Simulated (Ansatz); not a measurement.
Ga:

```
Ga
1.0
     2.71648    0.00000    0.00000
     0.00000    2.71648    0.00000
     0.00000    0.00000    2.71648
Ga
1
Cartesian
  0.0000 0.0000 0.0000
```

The cell was built by a generator and needn't be a form met in nature.

- Program: Ansatz 0.2.0
- Task: relaxation of cell and atoms
- Functional: BLYP
- Potentials or basis: Ansatz PAW
- Cutoff: 420 eV (not typed: the program's choice for these potentials)
- k mesh: 10 × 10 × 10
- Occupations: fermi-dirac, width 0.05 eV
- Spin: no spin polarisation

At the start: volume 20.05 Å³/atom.

Q: Where does the relaxation end?

A: It ends after 5 steps and the volume is 22.45 Å³/atom (+12.0 %); space group Pm-3m (No. 221, to 0.05 Å).

Step by step:
```tsv
step	energy change (eV)	largest force (eV/Å)	volume (Å³)
1	0.0000	0.0000	20.05
2	-0.0313	0.0000	21.80
3	-0.0332	0.0000	22.32
4	-0.0333	0.0000	22.45
5	-0.0338	0.0000	22.45
```

Final structure:
```yaml
crystal:
  lattice:
    - [2.82102, 0.00000, 0.00000]
    - [0.00000, 2.82102, 0.00000]
    - [0.00000, 0.00000, 2.82102]
  atoms:
    - { symbol: Ga, position: [0.00000, 0.00000, 0.00000] }
```

Caveat: the plane-wave basis is chosen anew once the cell has moved, so the energies of steps on either side of that aren't comparable; the PAW data sets come from PBE, with cores solved anew for the run's functional, which leaves a small shift of forces and pressure.
